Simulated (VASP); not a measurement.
A run of VASP 6.6.1 is set up as follows.

File INCAR:

```
  ADDGRID = F
  ALGO = Normal
  EDIFF = 1E-8
  ENCUT = 900
  GGA = PE
  ISIF = 2
  ISMEAR = 1
  LASPH = T
  LCHARG = F
  LREAL = F
  LWAVE = F
  NBANDS = 12
  NELM = 100
  PREC = Accurate
  SIGMA = 0.05
```

KPOINTS

```
k-points
0
Gamma
  12 12 12
```

File POSCAR:

```
Au
1.0
   -1.6572690000      1.6572690000      1.6572690000
    1.6572690000     -1.6572690000      1.6572690000
    1.6572690000      1.6572690000     -1.6572690000
Au
1
Direct
    0.0000000000      0.0000000000      0.0000000000
```

Potentials or basis: VASP PAW PBE potentials, release 64 (Au).

The run is started by

```bash
$ cat potpaw_PBE.64/Au/POTCAR > POTCAR
$ mpirun -np 1 vasp_std > vasp.out
```

Question: What does it give for the pressure?

Answer: -2.1 GPa.

Question: What does it give for the band gap on the k mesh?

Answer: None (metal or under the smearing width).

Spin-orbit coupling is left out, which matters for the levels of Au.
